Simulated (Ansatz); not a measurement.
# Electron–phonon scattering in ZnCu in the L11 ordering, part 3 of 5

How good a conductor is ZnCu in the L11 ordering when only phonons scatter, and how much computing does the answer need?

Ansatz 0.2.0; DFT PBEsol, scalar-relativistic, plane waves, PAW.

So far. Step 4 (Relaxing tightly for phonons): The largest force is now zero by symmetry and the largest stress component 0.0055 GPa, small enough for phonons. Step 5 (Phonons by linear response: q 2×2×2, k 8×8×8): Among the solved wavevectors the lowest mode, translations apart, is 84.9 cm⁻¹, so these are real on this k mesh. The relaxed cell has a = 2.621, c = 12.463 Å (conventional setting).

The structure was built from a prototype and need not be the compound's stable phase.

## Step 6: Resistivity: q 2×2×2, k 8×8×8, scattering 12×12×12

The cheapest meshes give a first estimate and the cost of a run.

input.yaml reads:

```yaml
crystal:
  lattice:
    - [3.6342238069, 1.7807010482, 1.7807010482]
    - [1.7807010482, 3.6342238069, 1.7807010482]
    - [1.7807010482, 1.7807010482, 3.6342238069]
  atoms:
    - { symbol: Cu, position: [0.0, 0.0, 0.0] }
    - { symbol: Zn, position: [0.5, 0.5, 0.5] }
kpoints:
  mp_grid: { grid: [8, 8, 8] }
hamiltonian:
  xc: pbesol
scf:
  occupations: { method: methfessel_paxton, width: 0.2 }
output:
  eigenvalues: true
phonons:
  method: dfpt
  qmesh: [2, 2, 2]
  temperatures: { t_max: 1000, t_step: 50 }
  qpath:
    path:
      - [[0.0, 0.0, 0.0], [0.5, 0.5, 0.5], [0.81121576, 0.18878424, 0.5]]
      - [[0.5, -0.18878424, 0.18878424], [0.5, 0.0, 0.0], [0.0, 0.0, 0.0], [0.34439212, -0.34439212, 0.0]]
      - [[0.65560788, 0.0, 0.34439212], [0.5, 0.0, 0.5], [0.0, 0.0, 0.0]]
    npoints: 10
  electrical_resistivity:
    mesh: [12, 12, 12]
    temperatures: [20.0, 50.0, 77.0, 100.0, 150.0, 200.0, 300.0, 400.0, 600.0, 800.0]
  electron_occupations: "off"
```

The run is started by

```console
> ansatz run input.yaml --threads 4 --pin off --max-ram 8192MiB --backend cpu --events-out ev --progress --plain --runs-dir out
```

Numbers of over 12 decimals in the logs are rounded to 6 here.

The log of the run:

```text
[...]
Crystal: 2 atoms, lattice volume = 24.721 Å³
Basis set: ecut = 420 eV, 499 PW (Γ), exchange–correlation on 60×60×60 points (8 copies of the dense FFT grid, shifted against one another)
Bands: 20, of which v1, the nominal top of the filled ones, is band 16 counted from 1 (15 counted from 0)
Symmetry: 12 space group operations
k-points: 65 of 512
[...]
SCF iter   1: F=—  HF=-9869.796901 eV  |F-HF|=—  |Δ(HF+E_count)|=         —  Δρ=1.56e-2  dr2=3.33e-2  ethr=1.77e-3  ⟨swp⟩=4.9  Hψ=5401  notcnv=0
[...]
SCF iter   8: F=-9869.790234 eV  HF=-9869.790234 eV  |F-HF|=1.82e-12  |Δ(HF+E_count)|=  1.18e-10  S|Δr|=    0.00e0  Δρ=2.50e-7  dr2=7.69e-12  ethr=1.00e-12  ⟨swp⟩=6.0  Hψ=7396  notcnv=0
SCF 1 converged in 8 iterations: F = -9869.790234 eV  dr2 = 7.69e-12
[...]
SCF iter   1: F=—  HF=-9869.796901 eV  |F-HF|=—  |Δ(HF+E_count)|=         —  Δρ=1.56e-2  dr2=3.33e-2  ethr=1.77e-3  ⟨swp⟩=4.9  Hψ=5401  notcnv=0
[...]
SCF iter   8: F=-9869.790234 eV  HF=-9869.790234 eV  |F-HF|=0.00e0  |Δ(HF+E_count)|=  1.18e-10  S|Δr|=    0.00e0  Δρ=2.50e-7  dr2=7.71e-12  ethr=1.00e-12  ⟨swp⟩=2.8  Hψ=4662  notcnv=0
SCF 2 converged in 8 iterations: F = -9869.790234 eV  dr2 = 7.71e-12
[...]
SCF converged after 8 iterations
[...]
Free energy (F): -9869.790234 eV
[...]
Internal energy: -9869.789745 eV  (E = F + TS)
E sigma→0 (E₀):  -9869.790112 eV
Entropy (-TS):   -0.000489 eV (-0.244 meV/atom)
Fermi energy:    15.026601 eV
[...]
--- Band table (eV; the first three rows and the last of 65) ---
  k-point 0: bands = [... 12 lower, 11.8351, 12.4420, 12.4420, 12.7661, 16.8215, 33.4783, 33.4783, 34.0214]
  k-point 1: bands = [... 12 lower, 11.8037, 11.9846, 12.3967, 13.9205, 17.1672, 28.7993, 31.6504, 32.5197]
  k-point 2: bands = [... 12 lower, 11.6920, 12.2816, 12.3668, 15.3693, 18.4774, 23.1823, 27.5643, 29.4927]
  k-point 64: bands = [... 12 lower, 11.7891, 11.7891, 12.3811, 12.3811, 25.7120, 26.1485, 34.0309, 34.0309]
[...]
ASR residual: 5.932e-5 → 0.000e0 eV/Å²; symmetrization residual: 1.430e-7 eV/Å²
  ASR residual per site (eV/Å²): 1.87e-5 5.93e-5
  Γ frequencies (cm⁻¹): 0.00 0.00 0.00 121.83 121.83 241.68
--- Phonons (arbitrary-q DFPT): 4 irreducible q on the 2×2×2 mesh ---
[...]
interpolated dispersion: 73 rows × 6 modes
[...]
--- Electrical resistivity: potentials and phonons of a 2×2×2 supercell ---
  scattering by harmonic phonons alone, with no dipole-dipole term; scattering by other electrons, impurities, surfaces and spin disorder is left out, and so is spin–orbit coupling
  the resistivity is that of a variational response, whose dependence on the energy is improved iteratively
  at the Fermi level of each mesh (of a tensor a third of its trace):
           mesh   spin    states/(eV spin)  plasma energy (eV)         λ      λ_tr    ħω_log (meV)
       12×12×12                     0.2607              9.0387    0.2431    0.2606          14.777
          6×6×6                     5.1230              8.5825    0.7106    8.2541          10.709
          3×3×3                     0.2788             10.6694    0.2557    0.3160          17.543
  resistivity on the deck's mesh, µΩ·cm:
     T (K)       trace/3  mesh converged            xx            yy            zz    lowest order   relaxation time
     20.00     5.2924e-3              no     5.2924e-3     5.2924e-3     5.2924e-3       1.7521e-2         6.3481e-3
     50.00     1.9809e-1              no     1.9809e-1     1.9809e-1     1.9809e-1       3.1218e-1         1.8817e-1
     77.00     5.8253e-1              no     5.8253e-1     5.8253e-1     5.8253e-1       7.4141e-1         5.3428e-1
    100.00     9.4543e-1              no     9.4543e-1     9.4543e-1     9.4543e-1        1.1176e0         8.6892e-1
    150.00      1.6940e0              no      1.6940e0      1.6940e0      1.6940e0        1.8927e0          1.5694e0
    200.00      2.4062e0              no      2.4062e0      2.4062e0      2.4062e0        2.6169e0          2.2384e0
    300.00      3.7246e0              no      3.7246e0      3.7246e0      3.7246e0        3.9878e0          3.4721e0
    400.00      4.9939e0              no      4.9939e0      4.9939e0      4.9939e0        5.3116e0          4.6577e0
    600.00      7.4621e0              no      7.4621e0      7.4621e0      7.4621e0        7.9034e0          6.9591e0
    800.00      9.9104e0              no      9.9104e0      9.9104e0      9.9104e0        1.0461e1          9.2430e0
  mean free path at 20 K (of a tensor a third of its trace): 27376 nm by what each carries, 14670 by the Fermi surface alone
[...]
the resistivity times a path that all electrons share, by the Fermi surface of the deck's mesh alone (a third of the trace): 7.545e-16 Ω·m²
  not converged in the mesh (λ; λ_tr; the resistivity at 20 K by 32.48 %; the resistivity at 50 K by 12.32 %; the resistivity at 77 K by 21.43 %; the resistivity at 100 K by 27.59 %; the resistivity at 150 K by 25.73 %; the resistivity at 200 K by 26.92 %; the resistivity at 300 K by 23.25 %; the resistivity at 400 K by 20.12 %; the resistivity at 600 K by 18.88 %; the resistivity at 800 K by 16.05 %): between neighb [...]
  vibrations of 8 cells: unjudged by the run; compare a larger repeat
  the changes of the potential over all sites missed a rigid shift's by 0.00 % (the site terms' by 0.01 %)
  between the force constants' wavevectors the phonons are obtained by Fourier interpolation alone: phonons.electron_occupations is off
```

Wall time 78 s (4 threads of Intel Xeon Platinum 8488C (Sapphire Rapids), shared host); peak memory 0.78 GiB.

This step gave:

* resistivity at 300 K: 3.725 μΩ cm, mean of the axes
* coupling constant λ: 0.2431
* density of states at the Fermi level: 0.2607 states/eV a spin and cell
* log mean phonon energy ħω_log: 14.78 meV
* transport coupling constant λ_tr: 0.2606, 0.2606, 0.2606 (xx, yy, zz)
* Drude plasma energy: 9.039, 9.039, 9.039 eV (xx, yy, zz)
* resistivity times mean free path: 7.545, 7.545, 7.545 × 10⁻¹⁶ Ω m² (xx, yy, zz)
* second-moment phonon energy ħω₂: 17.5 meV, from the broadened α²F curve
* coupling λ by branch: 0.0697, 0.0507, 0.0341, 0.0348, 0.0294, 0.0244 (branches by rank of frequency)

Solved on the 2×2×2 mesh alone; all other wavevectors are interpolated. Phonon branches along the path, in cm⁻¹:

| point | branch 1 | branch 2 | branch 3 | branch 4 | branch 5 | branch 6 |
| --- | --- | --- | --- | --- | --- | --- |
| Γ | 0 | 0 | 0 | 122 | 122 | 242 |
| halfway | 46 | 46 | 96 | 112 | 112 | 225 |
| T | 85 | 85 | 85 | 85 | 172 | 178 |
| halfway | 112 | 114 | 135 | 144 | 192 | 202 |
| H2 | 124 | 142 | 170 | 181 | 207 | 220 |
| jump to H0 | 124 | 142 | 170 | 181 | 207 | 220 |
| halfway | 126 | 138 | 172 | 178 | 194 | 216 |
| L | 134 | 134 | 148 | 158 | 196 | 225 |
| halfway | 78 | 89 | 132 | 142 | 178 | 216 |
| Γ | 0 | 0 | 0 | 122 | 122 | 242 |
| halfway | 70 | 114 | 146 | 160 | 185 | 211 |
| S0 | 124 | 143 | 167 | 196 | 197 | 218 |
| jump to S2 | 124 | 143 | 167 | 196 | 197 | 218 |
| halfway | 115 | 130 | 152 | 173 | 215 | 237 |
| F | 108 | 110 | 157 | 160 | 221 | 244 |
| halfway | 75 | 75 | 141 | 154 | 172 | 220 |
| Γ | 0 | 0 | 0 | 122 | 122 | 242 |

The phonon branches as a text plot (rows in cm⁻¹; labels by their first letter):

```
    239 |**                          *****          *****      **
    229 |  *         **      *     **     *        *     **  **
    219 |           *  **  ** **  *        *      * ****** **
    209 |   *      ********     **          * **** *      *
    198 |         **     ****** *            **** *
    188 |    *   **     *      * *          *    *         *
    178 |     ***      ****    ** *          ***** *
    168 |     **      **   *  *            *    * * **      *
    158 |    *       *      **   * *      * ****     *********
    148 |         ***        *      *       * *******     **
    137 |        ******************  *   * * *              ***
    127 |   *    * ********** **  ***** ***       * *         ***
    117 |***      **            *  *   *    *    * ***
    107 |   *   ***             **        *     *    *****    *
     97 |  * * * *               *  *      *  **          *
     87 |     ***                 *          *             *
     76 |    *                    **     *                  *  *
     66 |   *                      * *    * *                *
     56 | *                         *      *
     46 |  *                        *    **                   *
     36 |                            ** *                      **
     25 | *                             **
     15 |*                            * *                       *
      5 |*                             *
         Γ    T       H|H    L         Γ         S|S   F        Γ
```

The Eliashberg function α²F has structure finer than the step of the table below, so its rows give means over 1 meV, whole bins alone (the curve runs from 0.118 to 30.2 meV). Peaks (meV: height): α²F 15.3: 0.172, 17.6: 0.146, 26.4: 0.136; α²F tr 15.3: 0.229, 17.6: 0.175, 26.4: 0.109.

Eliashberg function α²F against phonon energy; means over each step:

| phonon energy (meV) | α²F | α²F tr |
| --- | --- | --- |
| 1 | 3.2e-5 | 0 |
| 2 | 4.6e-4 | 1.4e-4 |
| 3 | 0.00260 | 0.00108 |
| 4 | 0.00737 | 0.00465 |
| 5 | 0.0111 | 0.00900 |
| 6 | 0.0156 | 0.0146 |
| 7 | 0.0212 | 0.0221 |
| 8 | 0.0264 | 0.0289 |
| 9 | 0.0330 | 0.0374 |
| 10 | 0.0418 | 0.0491 |
| 11 | 0.0498 | 0.0603 |
| 12 | 0.0648 | 0.0813 |
| 13 | 0.0908 | 0.120 |
| 14 | 0.126 | 0.173 |
| 15 | 0.149 | 0.197 |
| 16 | 0.105 | 0.117 |
| 17 | 0.118 | 0.133 |
| 18 | 0.136 | 0.159 |
| 19 | 0.121 | 0.126 |
| 20 | 0.0963 | 0.0907 |
| 21 | 0.105 | 0.0997 |
| 22 | 0.0900 | 0.0824 |
| 23 | 0.0786 | 0.0636 |
| 24 | 0.0735 | 0.0606 |
| 25 | 0.0842 | 0.0690 |
| 26 | 0.124 | 0.0987 |
| 27 | 0.113 | 0.0922 |
| 28 | 0.0687 | 0.0544 |
| 29 | 0.0286 | 0.0224 |

The crystal's axes do not lie along x, y and z, so these columns mix them; the principal values at 300 K are 3.32, 3.93 and 3.93 μΩ cm. Resistivity, by row:

| T (K) | ρ_xx (μΩ cm) | ρ_yy | ρ_zz | ρ by Ziman's lowest order, mean | ρ by relaxation times, mean | within 2 % of the coarser mesh |
| --- | --- | --- | --- | --- | --- | --- |
| 20 | 0.005292 | 0.005292 | 0.005292 | 0.01752 | 0.006348 | no |
| 50 | 0.1981 | 0.1981 | 0.1981 | 0.3122 | 0.1882 | no |
| 77 | 0.5825 | 0.5825 | 0.5825 | 0.7414 | 0.5343 | no |
| 100 | 0.9454 | 0.9454 | 0.9454 | 1.118 | 0.8689 | no |
| 150 | 1.694 | 1.694 | 1.694 | 1.893 | 1.569 | no |
| 200 | 2.406 | 2.406 | 2.406 | 2.617 | 2.238 | no |
| 300 | 3.725 | 3.725 | 3.725 | 3.988 | 3.472 | no |
| 400 | 4.994 | 4.994 | 4.994 | 5.312 | 4.658 | no |
| 600 | 7.462 | 7.462 | 7.462 | 7.903 | 6.959 | no |
| 800 | 9.91 | 9.91 | 9.91 | 10.46 | 9.243 | no |

Some points of the scattering mesh along the symmetry lines, up to three branches each (those of largest λ), at most 39 rows; the frequencies are those of the scattering step, which can differ from the solved and plainly interpolated ones; single rows converge slowly. Mode couplings:

| q1 | q2 | q3 | branch | ħω (meV) | λ_q | half width (meV) |
| --- | --- | --- | --- | --- | --- | --- |
| 0.1667 | 0.1667 | 0.1667 | 1 | 3.82 | 0.229 | 0.00274 |
| 0.1667 | 0.1667 | 0.1667 | 2 | 3.82 | 0.229 | 0.00274 |
| 0.1667 | 0.1667 | 0.1667 | 3 | 8.1 | 0.0446 | 0.0024 |
| 0.3333 | 0.3333 | 0.3333 | 1 | 7.42 | 0.16 | 0.00719 |
| 0.3333 | 0.3333 | 0.3333 | 2 | 7.42 | 0.16 | 0.00719 |
| 0.3333 | 0.3333 | 0.3333 | 3 | 13 | 0.0878 | 0.0122 |
| 0.5 | 0 | 0 | 3 | 18.32 | 0.0419 | 0.0115 |
| 0.5 | 0 | 0 | 4 | 19.58 | 0.0396 | 0.0124 |
| 0.5 | 0 | 0 | 6 | 27.87 | 0.0315 | 0.02 |
| 0.3333 | 0 | 0 | 1 | 12.83 | 0.0622 | 0.00839 |
| 0.3333 | 0 | 0 | 5 | 24.5 | 0.0402 | 0.0197 |
| 0.3333 | 0 | 0 | 6 | 25.02 | 0.0454 | 0.0233 |
| 0.1667 | 0 | 0 | 1 | 6.51 | 0.137 | 0.00474 |
| 0.1667 | 0 | 0 | 2 | 7.79 | 0.0593 | 0.00295 |
| 0.1667 | 0 | 0 | 3 | 12.63 | 0.0585 | 0.00764 |
| 0.3333 | 0 | 0.3333 | 1 | 11.49 | 0.0872 | 0.00943 |
| 0.3333 | 0 | 0.3333 | 2 | 11.66 | 0.0856 | 0.00953 |
| 0.3333 | 0 | 0.3333 | 4 | 20.09 | 0.0349 | 0.0115 |
| 0.1667 | 0 | 0.1667 | 1 | 6.37 | 0.232 | 0.00773 |
| 0.1667 | 0 | 0.1667 | 2 | 6.5 | 0.209 | 0.00721 |
| 0.1667 | 0 | 0.1667 | 5 | 18.01 | 0.0576 | 0.0153 |

Largest shares of lambda; single rows converge slowly. Strongest modes:

| q1 | q2 | q3 | star | branch | ħω (meV) | λ_q | half width (meV) |
| --- | --- | --- | --- | --- | --- | --- | --- |
| 0 | 0.08333 | 0.1667 | 12 | 1 | 5.228 | 0.2755 | 0.006168 |
| 0 | 0.08333 | -0.08333 | 6 | 1 | 4.169 | 0.4858 | 0.006914 |
| 0.08333 | 0.1667 | 0.1667 | 6 | 1 | 3.694 | 0.4246 | 0.004747 |
| 0.08333 | 0.1667 | -0.08333 | 12 | 1 | 6.712 | 0.2067 | 0.007626 |
| 0 | 0.08333 | 0.08333 | 6 | 1 | 3.222 | 0.412 | 0.003502 |
| 0 | 0.08333 | -0.1667 | 12 | 1 | 6.851 | 0.2016 | 0.007749 |
| 0 | 0.08333 | 0.08333 | 6 | 2 | 3.336 | 0.3512 | 0.0032 |
| 0 | 0.1667 | 0.25 | 12 | 1 | 7.854 | 0.1654 | 0.008355 |

300 K. Cumulative share of the conductivity, along x against mean free path:

| mean free path (nm) | cumulative share of the conductivity, along x |
| --- | --- |
| 5.01 | 0.00268 |
| 5.62 | 0.00395 |
| 6.31 | 0.00518 |
| 7.08 | 0.0073 |
| 7.94 | 0.0133 |
| 8.91 | 0.0202 |
| 10 | 0.0211 |
| 11.2 | 0.0362 |
| 12.6 | 0.0530 |
| 14.1 | 0.0803 |
| 15.8 | 0.141 |
| 17.8 | 0.203 |
| 19.9 | 0.306 |
| 22.4 | 0.494 |
| 25.1 | 0.685 |
| 28.2 | 0.833 |
| 31.6 | 0.966 |

Resistivity by mesh:

| mesh | T (K) | mean rho (μΩ cm) |
| --- | --- | --- |
| 12x12x12 | 20 | 0.005292 |
| 12x12x12 | 300 | 3.725 |
| 12x12x12 | 800 | 9.91 |
| 6x6x6 | 20 | 0.004163 |
| 6x6x6 | 300 | 4.398 |
| 6x6x6 | 800 | 10.96 |
| 3x3x3 | 20 | 0.001411 |
| 3x3x3 | 300 | 2.997 |
| 3x3x3 | 800 | 8.331 |

The modes has structure finer than the step of the table below, so its rows give means over 10 cm⁻¹, whole bins alone (the curve runs from -10 to 261 cm⁻¹). Peaks (cm⁻¹: height): Cu 122.9: 0.0269, 151.9: 0.0352, 208.2: 0.0244; Zn 122.9: 0.0312, 141.7: 0.0252, 216.7: 0.0272.

Phonopy on the run's constants, 21x21x21 mesh, Gaussian sigma 2.0 cm⁻¹. Modes against wavenumber; means over each step; values in 1/cm⁻¹/cell:

| wavenumber (cm⁻¹) | Cu | Zn |
| --- | --- | --- |
| 0 | 1.6e-5 | 1.6e-5 |
| 10 | 7.7e-5 | 7.9e-5 |
| 20 | 3.2e-4 | 3.3e-4 |
| 30 | 8.1e-4 | 8.3e-4 |
| 40 | 0.00123 | 0.00126 |
| 50 | 0.00215 | 0.00219 |
| 60 | 0.00324 | 0.00327 |
| 70 | 0.00443 | 0.00446 |
| 80 | 0.00644 | 0.00639 |
| 90 | 0.00879 | 0.00865 |
| 100 | 0.0126 | 0.0126 |
| 110 | 0.0199 | 0.0210 |
| 120 | 0.0249 | 0.0279 |
| 130 | 0.0209 | 0.0217 |
| 140 | 0.0261 | 0.0241 |
| 150 | 0.0331 | 0.0232 |
| 160 | 0.0243 | 0.0158 |
| 170 | 0.0193 | 0.0136 |
| 180 | 0.0153 | 0.0137 |
| 190 | 0.0130 | 0.0127 |
| 200 | 0.0202 | 0.0149 |
| 210 | 0.0221 | 0.0243 |
| 220 | 0.0130 | 0.0258 |
| 230 | 0.00571 | 0.0155 |
| 240 | 0.00203 | 0.00550 |
| 250 | 4.3e-5 | 1.5e-4 |

Harmonic. Thermo, by row:

| T (K) | F_vib (meV/atom) | S (J/mol-atom/K) | C_V (J/mol-atom/K) |
| --- | --- | --- | --- |
| 0 | 28.68 | 0 | 0 |
| 50 | 28.3 | 2.829 | 7.08 |
| 100 | 24.72 | 11.14 | 16.73 |
| 150 | 16.9 | 18.78 | 20.66 |
| 200 | 5.51 | 24.99 | 22.38 |
| 250 | -8.81 | 30.09 | 23.26 |
| 300 | -25.54 | 34.38 | 23.75 |
| 350 | -44.33 | 38.06 | 24.06 |
| 400 | -64.91 | 41.29 | 24.26 |
| 450 | -87.07 | 44.16 | 24.4 |
| 500 | -110.6 | 46.73 | 24.5 |
| 550 | -135.5 | 49.07 | 24.58 |
| 600 | -161.5 | 51.22 | 24.64 |
| 650 | -188.5 | 53.19 | 24.68 |
| 700 | -216.6 | 55.02 | 24.72 |
| 750 | -245.5 | 56.73 | 24.75 |
| 800 | -275.3 | 58.32 | 24.77 |
| 850 | -305.9 | 59.83 | 24.79 |
| 900 | -337.3 | 61.24 | 24.81 |
| 950 | -369.4 | 62.58 | 24.82 |
| 1000 | -402.2 | 63.86 | 24.83 |

The crystal's axes are tilted against x, y and z, so components by x, y and z mix them. By its own test the run is not converged in the mesh. λ = 0.243 and 3.73 μΩ cm at 300 K. The run's own test puts 23 % between its two finest meshes on the component of the resistivity at 300 K that moves most, so it is not converged. By the run's own test λ moves by 192 % between its two finest scattering meshes.

(Part 3 of 5 ends here.)

[Logs are printed without paths, hosts, clocks, repeated set-up lines and the standing remarks that a program may print on its own settings, such as how far it seeks lower states.]

[Hosts, paths, dates, database ids (printed as entryN), source tags and the programs' standing remarks are cut or masked in the printed files.]
